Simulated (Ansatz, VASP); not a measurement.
## ZnH2: VASP beside Ansatz

```
Zn H
1.0
     0.00000    2.28009    2.28009
     2.28009    0.00000    2.28009
     2.28009    2.28009    0.00000
Zn H
1 2
Direct
  0.75000 0.75000 0.75000
  0.00000 0.00000 0.00000
  0.25000 0.25000 0.25000
```

Alike in both runs: functional PBE; k mesh 18 × 18 × 18; occupations gaussian, width 0.1 eV; no spin polarisation.

Ansatz relaxed the structure, and its values are those at the end. VASP's run is a single point on that final structure, the one shown.

|  | VASP | Ansatz |
| --- | --- | --- |
| version | VASP 6.6.1 | Ansatz 0.2.0 |
| potentials or method | VASP PAW PBE potentials, release 64 (Zn, H) | scalar-relativistic, plane waves, PAW |
| plane-wave cutoff (eV) | 520 | 420 |
| valence electrons in the cell | 14 | 14 |

|  | VASP | Ansatz | Ansatz less VASP |
| --- | --- | --- | --- |
| gap on the k mesh at the Fermi level (eV) | none | none | - |
| pressure (GPa) | 0.0 | 0.0 | -0.06 |

A gap of «none» marks a metal or a gap that the smearing closes.
